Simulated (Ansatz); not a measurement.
# Al(111) with 4 layers of random Al-Ta, 2x2: scattering by chemical disorder, part 2 of 2

How strongly does chemical disorder scatter in Al(111) with 4 layers of random Al-Ta, 2x2?

Ansatz 0.2.0; Ansatz plane-wave DFT, PBE, PAW files; ballistic transport by layer matching (Landauer), zero bias; PAW set soft_1.

So far. Step 3 (With 8 alloy layers): Over the solved energies the transmission per spin lies between 1.72 and 1.86, out of 5.49 channels of the lead on average (up to 5.59).

### Step 4. With 12 alloy layers

In 12 layers a share of 0.125 of the sites is given to Ta at random. A fresh draw is used; the growth of the resistance with length is what counts.

System of this step: Al(111) with 12 layers of random Al-Ta, 2x2. The cell holds 72 atoms: 66 Al and 6 Ta. Its edges and angles: a = 5.725 Å, b = 5.725 Å, c = 42.068 Å, α = 90.0°, β = 90.0°, γ = 120.0°. It derives from Al. Regions: lead, 24 atoms (24 Al); scattering region, 48 atoms (42 Al and 6 Ta). The structure is stacked along c, and the current runs across the ab planes.

input.yaml reads:

```yaml
crystal:
  lattice:
    - [5.7246940741, 0.0, 0.0]
    - [-2.862347037, 4.957730497, 0.0]
    - [0.0, 0.0, 42.0677382451]
  atoms:
    - { symbol: Al, position: [0.0, 0.0, 0.0277777778] }
    - { symbol: Al, position: [0.0, 0.5, 0.0277777778] }
    - { symbol: Al, position: [0.5, 0.0, 0.0277777778] }
    - { symbol: Al, position: [0.5, 0.5, 0.0277777778] }
    - { symbol: Al, position: [0.1666666667, 0.3333333333, 0.0833333333] }
    - { symbol: Al, position: [0.1666666667, 0.8333333333, 0.0833333333] }
    - { symbol: Al, position: [0.6666666667, 0.3333333333, 0.0833333333] }
    - { symbol: Al, position: [0.6666666667, 0.8333333333, 0.0833333333] }
    - { symbol: Al, position: [0.3333333333, 0.1666666667, 0.1388888889] }
    - { symbol: Al, position: [0.3333333333, 0.6666666667, 0.1388888889] }
    - { symbol: Al, position: [0.8333333333, 0.1666666667, 0.1388888889] }
    - { symbol: Al, position: [0.8333333333, 0.6666666667, 0.1388888889] }
    - { symbol: Al, position: [0.0, 0.0, 0.1944444444] }
    - { symbol: Al, position: [0.0, 0.5, 0.1944444444] }
    - { symbol: Al, position: [0.5, 0.0, 0.1944444444] }
    - { symbol: Al, position: [0.5, 0.5, 0.1944444444] }
    - { symbol: Al, position: [0.1666666667, 0.3333333333, 0.25] }
    - { symbol: Al, position: [0.1666666667, 0.8333333333, 0.25] }
    - { symbol: Al, position: [0.6666666667, 0.3333333333, 0.25] }
    - { symbol: Al, position: [0.6666666667, 0.8333333333, 0.25] }
    - { symbol: Al, position: [0.3333333333, 0.1666666667, 0.3055555556] }
    - { symbol: Al, position: [0.3333333333, 0.6666666667, 0.3055555556] }
    - { symbol: Al, position: [0.8333333333, 0.1666666667, 0.3055555556] }
    - { symbol: Al, position: [0.8333333333, 0.6666666667, 0.3055555556] }
    - { symbol: Al, position: [0.0, 0.0, 0.3611111111] }
    - { symbol: Ta, position: [0.0, 0.5, 0.3611111111] }
    - { symbol: Al, position: [0.5, 0.0, 0.3611111111] }
    - { symbol: Al, position: [0.5, 0.5, 0.3611111111] }
    - { symbol: Al, position: [0.1666666667, 0.3333333333, 0.4166666667] }
    - { symbol: Al, position: [0.1666666667, 0.8333333333, 0.4166666667] }
    - { symbol: Al, position: [0.6666666667, 0.3333333333, 0.4166666667] }
    - { symbol: Ta, position: [0.6666666667, 0.8333333333, 0.4166666667] }
    - { symbol: Al, position: [0.3333333333, 0.1666666667, 0.4722222222] }
    - { symbol: Al, position: [0.3333333333, 0.6666666667, 0.4722222222] }
    - { symbol: Ta, position: [0.8333333333, 0.1666666667, 0.4722222222] }
    - { symbol: Al, position: [0.8333333333, 0.6666666667, 0.4722222222] }
    - { symbol: Al, position: [0.0, 0.0, 0.5277777778] }
    - { symbol: Ta, position: [0.0, 0.5, 0.5277777778] }
    - { symbol: Al, position: [0.5, 0.0, 0.5277777778] }
    - { symbol: Al, position: [0.5, 0.5, 0.5277777778] }
    - { symbol: Al, position: [0.1666666667, 0.3333333333, 0.5833333333] }
    - { symbol: Al, position: [0.1666666667, 0.8333333333, 0.5833333333] }
    - { symbol: Ta, position: [0.6666666667, 0.3333333333, 0.5833333333] }
    - { symbol: Al, position: [0.6666666667, 0.8333333333, 0.5833333333] }
    - { symbol: Al, position: [0.3333333333, 0.1666666667, 0.6388888889] }
    - { symbol: Al, position: [0.3333333333, 0.6666666667, 0.6388888889] }
    - { symbol: Al, position: [0.8333333333, 0.1666666667, 0.6388888889] }
    - { symbol: Al, position: [0.8333333333, 0.6666666667, 0.6388888889] }
    - { symbol: Al, position: [0.0, 0.0, 0.6944444444] }
    - { symbol: Ta, position: [0.0, 0.5, 0.6944444444] }
    - { symbol: Al, position: [0.5, 0.0, 0.6944444444] }
    - { symbol: Al, position: [0.5, 0.5, 0.6944444444] }
    - { symbol: Al, position: [0.1666666667, 0.3333333333, 0.75] }
    - { symbol: Al, position: [0.1666666667, 0.8333333333, 0.75] }
    - { symbol: Al, position: [0.6666666667, 0.3333333333, 0.75] }
    - { symbol: Al, position: [0.6666666667, 0.8333333333, 0.75] }
    - { symbol: Al, position: [0.3333333333, 0.1666666667, 0.8055555556] }
    - { symbol: Al, position: [0.3333333333, 0.6666666667, 0.8055555556] }
    - { symbol: Al, position: [0.8333333333, 0.1666666667, 0.8055555556] }
    - { symbol: Al, position: [0.8333333333, 0.6666666667, 0.8055555556] }
    - { symbol: Al, position: [0.0, 0.0, 0.8611111111] }
    - { symbol: Al, position: [0.0, 0.5, 0.8611111111] }
    - { symbol: Al, position: [0.5, 0.0, 0.8611111111] }
    - { symbol: Al, position: [0.5, 0.5, 0.8611111111] }
    - { symbol: Al, position: [0.1666666667, 0.3333333333, 0.9166666667] }
    - { symbol: Al, position: [0.1666666667, 0.8333333333, 0.9166666667] }
    - { symbol: Al, position: [0.6666666667, 0.3333333333, 0.9166666667] }
    - { symbol: Al, position: [0.6666666667, 0.8333333333, 0.9166666667] }
    - { symbol: Al, position: [0.3333333333, 0.1666666667, 0.9722222222] }
    - { symbol: Al, position: [0.3333333333, 0.6666666667, 0.9722222222] }
    - { symbol: Al, position: [0.8333333333, 0.1666666667, 0.9722222222] }
    - { symbol: Al, position: [0.8333333333, 0.6666666667, 0.9722222222] }
kpoints:
  mp_grid: { grid: [5, 5, 1] }
hamiltonian:
  xc: pbe
  pseudopotentials: { kind: paw, azcp: { folder: soft_1 } }
scf:
  occupations: { method: fermi_dirac, width: 0.1 }
output:
  transmission:
    leads: [[0, 4]]
    kmesh: [10, 10]
    e_range: [-0.05, 0.05]
    de: 0.05
  write_potential: true
  write_density: true
  volumetric_format: npy
```

Started as:

```sh
$ ansatz run input.yaml --threads 4 --pin off --max-ram 15360MiB --backend cpu --events-out ev --progress --plain --runs-dir out
```

Numbers of over 12 decimals in the logs are rounded to 6 here.

The program printed:

```text
[...]
Crystal: 72 atoms, lattice volume = 1193.945 Å³
Basis set: ecut = 420 eV, 23469 PW (Γ)
Bands: 210, of which v1, the nominal top of the filled ones, is band 138 counted from 1 (137 counted from 0)
Symmetry: 1 space group operations
[...]
k-points: 13 of 25 (time reversal used)
[...]
SCF iter   1: F=—  HF=-95082.858774 eV  |F-HF|=—  |Δ(HF+E_count)|=         —  Δρ=2.69e-2  dr2=2.06e2  ethr=3.10e-3  ⟨swp⟩=6.2  Hψ=12117  notcnv=0  defer=26
[...]
SCF iter   9: F=-95078.146917 eV  HF=-95078.146917 eV  |F-HF|=1.67e-9  |Δ(HF+E_count)|=   1.08e-9  Δρ=1.28e-7  dr2=1.81e-9  ethr=4.35e-12  ⟨swp⟩=1.0  Hψ=7115  notcnv=0
SCF 1 converged in 9 iterations: F = -95078.146917 eV  dr2 = 1.81e-9
[...]
transmission: 312 of 3068 steps passed
transmission: 621 of 3068 steps passed
[...]
transmission: 3068 of 3068 steps passed
SCF converged after 9 iterations
Free energy (F): -95078.146917 eV
[...]
Internal energy: -95077.020338 eV  (E = F + TS)
E sigma→0 (E₀):  -95077.583627 eV
Entropy (-TS):   -1.126579 eV (-15.647 meV/atom)
Fermi energy:    8.988922 eV
[...]
--- Band table (eV; the first three rows and the last of 13) ---
  k-point 0: bands = [... 134 lower, 7.9052, 8.0160, 8.1829, 8.2079, 8.2895, 8.3671, 8.4712, 8.5315, ... 68 higher]
  k-point 1: bands = [... 134 lower, 8.2515, 8.3377, 8.3602, 8.4391, 8.5453, 8.6221, 8.6995, 8.7549, ... 68 higher]
  k-point 2: bands = [... 134 lower, 9.0183, 9.0602, 9.0932, 9.1129, 9.1602, 9.1753, 9.2293, 9.2840, ... 68 higher]
  k-point 12: bands = [... 134 lower, 8.7166, 8.8034, 8.8528, 8.9642, 9.0034, 9.0455, 9.0847, 9.1320, ... 68 higher]
--- Transmission ---
  basis      : 253 plane waves across, 59 finite elements along
  points     : 52, standing for a mesh of 10 x 10
[...]
channels       : 5.590000e0 a spin
[...]
junction   : crystal 0 to crystal 0, 1.64 to 41.37 Å
    transmission   : 1.500662e0 a spin
[...]
```

It took 15 min on 4 threads of Arm Neoverse V1, shared host; peak memory 5.6 GiB; 50 min of CPU time.

This step gave:

* free energy: -95078.1469 eV
* energy at zero smearing: -95077.5836 eV
* Fermi energy: 8.989 eV
* transmission per spin nearest the Fermi level: 1.501
* step of the lead's potential: 10.4 meV

Per spin. Table of transmission, zone mean by energy, zero at the Fermi level:

```
energy (eV)  transmission, zone mean
    -0.0500                     1.45
     0.0000                     1.50
     0.0500                     1.50
```

Over the solved energies the transmission per spin lies between 1.45 and 1.50, out of 5.49 channels of the lead on average (up to 5.59).

### Step 5. The fit

This step: Ansatz plane-wave DFT, PBE, PAW files; ballistic transport by layer matching (Landauer), zero bias; residual resistivity from the slope of the area resistance, atoms on the host's lattice; PAW set soft_1 (Ansatz 0.2.0).

Numbers from this step:

| Item | Value |
| --- | --- |
| resistivity | 57.44 µΩ cm |
| intercept | 0.2310 fΩ m² |
| scatter about the fit | 0.05470 fΩ m² |

Resistance, by row:

```
run  length (Å)      T  channels N  RA (fΩ m²)
 n4       9.348  2.609        5.43      0.7293
 n8        18.7  1.787        5.49       1.382
n12       28.05  1.483        5.49       1.803
```

Table of area resistance by length of the alloy:

```
length of the alloy (Å)  area resistance (fΩ m²)
                   9.35                    0.729
                  18.70                     1.38
                  28.05                     1.80
```

The area resistance goes from 0.73 to 1.8 fΩ m² between 9.3 and 28.0 Å, a slope of 57 µΩ cm.

By hand from the end points: (1.803 − 0.7293) fΩ m² / (28.05 − 9.35) Å = 57 µΩ cm, since 1 fΩ m² per Å is 1000 µΩ cm.

### Step 6. What came out

```json
{
 "resistivity from the slope": "57.4 µΩ cm",
 "area resistance over 9.35 Å": "0.729 fΩ m²",
 "area resistance over 18.7 Å": "1.38 fΩ m²",
 "area resistance over 28.0 Å": "1.80 fΩ m²"
}
```

**Reading.** The slope gives 57 µΩ cm. The points scatter by 0.055 fΩ m² about the line, with one random draw a length in a 2x2 cell, so the slope is a rough value. The lead's own channel count moves between the runs (5.43, 5.49 and 5.49), which shifts RA and the slope too. Read with a model of isotropic scattering on a spherical Fermi surface and the lead's 1.5×10¹⁵ S/m², this slope means a mean free path near 8.9 Å; over these lengths the model's slope is within 3 % of its bulk resistivity. The draw over the shortest length came out nearly ordered, with 8 symmetry operations, so that point is a poor sample of a random alloy. The atoms sit on the host's lattice, so scattering by size misfit is left out. Spin-orbit coupling is left out, which matters for Ta.

[Logs are printed without paths, hosts, clocks, repeated set-up lines and the standing remarks that a program may print on its own settings, such as how far it seeks lower states.]

[Hosts, paths, dates, database ids (printed as entryN), source tags and the programs' standing remarks are cut or masked in the printed files.]
